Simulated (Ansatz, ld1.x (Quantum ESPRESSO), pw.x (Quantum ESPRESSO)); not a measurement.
# osmium (Os): one change to the TM potential, in the atom and in the fcc crystal

osmium (Os), norm-conserving Troullier–Martins (Kleinman–Bylander form), made with ld1.x (Quantum ESPRESSO) 7.5 (PBE, scalar-relativistic). Core [Xe] 4f14, reference 5d6 6s1.75 6p0 (charge +0.25). Waves: 6p (bound, empty): rc 2.45 bohr; 5d (bound): rc 1.50 bohr; 5f channel at 0.45 Ry: rc 2.05 bohr; 6s (bound): rc 2.45 bohr. Local part: the s channel. Core correction: a·sin(br)/r model core inside 1.20 bohr.

Change: wave 6p (bound): rc 2.45 bohr becomes 6p (bound): rc 2.56 bohr.

Cutoffs, loose and tight: the cutoffs (Ry, on a coarse ladder) from which the occupation-weighted sum of valence levels, in a spherical-Bessel basis at the reference potential, stays within 10 and 1 mRy of its value at 400 Ry. They do not see the model core or the augmentation charge, which bear on the density cutoff. Test errors are all-electron minus pseudo excitation energies from the reference, over the configurations 5d6 6s2 6p0; 5d6 6s1 6p0; 5d6 6s0 6p0; 5d7 6s0 6p0; 5d5 6s0 6p0; 5d4 6s0 6p0; 5d6 6s0 6p1; variants that change the core or the reference have their own tests.

Crystal test: fcc Os in pw.x 7.5, no spin, 15³ k-points, Fermi–Dirac smearing 0.01 Ry, cutoffs set for each file from its atomic test. The reference is all-electron LAPW (Ansatz 0.2.0) with the same functional, mesh and smearing; V0 and B0 come from Birch–Murnaghan fits to the pressures at five volumes. Errors are pseudo minus all-electron; Δ is the rms difference of the E(V) curves that follow from these fits, minima aligned, over ±6 % about the mean V0. Mesh and smearing are coarse, so the numbers serve the comparison and aren't converged zero-temperature values; the lattice is a test structure that the element need not adopt.

All-electron: a0 = 3.856 Å (V0 = 14.34 Å³/atom), B0 = 387.2 GPa.

Q: Does the change bring the crystal closer to the all-electron result?

A: The mean pressure error goes from +2.59 to +2.21 GPa, so the change moves the solid closer to the all-electron pressures.

```csv
quantity,base,changed
outcome (atom),generated,generated
"cutoff, loose (atom)",35 Ry,35 Ry
"cutoff, tight (atom)",70 Ry,70 Ry
bound ghosts (atom),none,none
largest test error (meV) (atom),-642,-642
cutoffs in pw.x (Ry),85/340,85/340
a0 (Å),3.865,3.864
a0 error (%),+0.22,+0.19
B0 error (%),-0.5,-0.9
Δ (meV/atom),7.9,6.8
mean pressure error (GPa),+2.59,+2.21
```

 The atomic cutoffs weigh occupied waves only.
